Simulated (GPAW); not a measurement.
TiC:

```
CELL_PARAMETERS angstrom
3.04209 0.00000 0.00000
-1.52104 2.63452 0.00000
0.00000 0.00000 2.69797
ATOMIC_POSITIONS crystal
Ti 0.00000 0.00000 0.50000
C 0.33333 0.66667 0.00000
```

The cell was built by a generator and needn't be a form met in nature.

| Item | Value |
| --- | --- |
| Program | GPAW 26.7.0 |
| Task | relaxation of cell and atoms |
| Functional | LDA |
| Potentials or basis | the program's PAW data sets (release 1.2.1) made for this functional |
| Cutoff | 800 eV |
| Basis | pw |
| k mesh | 10 × 10 × 10 |
| Occupations | fermi-dirac, width 0.05 eV |
| Spin | no spin polarisation |

At the start: pressure -11.0 GPa; volume 10.81 Å³/atom.

**Question.** Where does the relaxation end?

**Answer.** Over 10 steps the energy falls by 17.0 meV/atom and the volume is 10.29 Å³/atom (-4.8 %); space group P-6m2 (No. 187, to 0.05 Å).

Step by step:
```csv
step,energy change (eV),largest force (eV/Å),pressure (GPa),volume (Å³)
1,0.0000,0.0000,-11.02,21.62
2,-0.0141,0.0000,-8.69,21.38
3,-0.0298,0.0000,-4.28,20.96
4,-0.0326,0.0000,1.54,20.46
5,-0.0327,0.0000,1.44,20.47
6,-0.0329,0.0000,1.25,20.49
7,-0.0332,0.0000,0.98,20.51
8,-0.0335,0.0000,0.65,20.53
9,-0.0338,0.0000,0.28,20.56
10,-0.0340,0.0000,-0.10,20.59
```

Final structure:
```
Ti C
1.0
     2.99218    0.00000    0.00000
    -1.49609    2.59130    0.00000
     0.00000    0.00000    2.65552
Ti C
1 1
Direct
  0.00000 0.00000 0.50000
  0.33333 0.66667 0.00000
```

Caveat: later steps reuse the first step's grids.
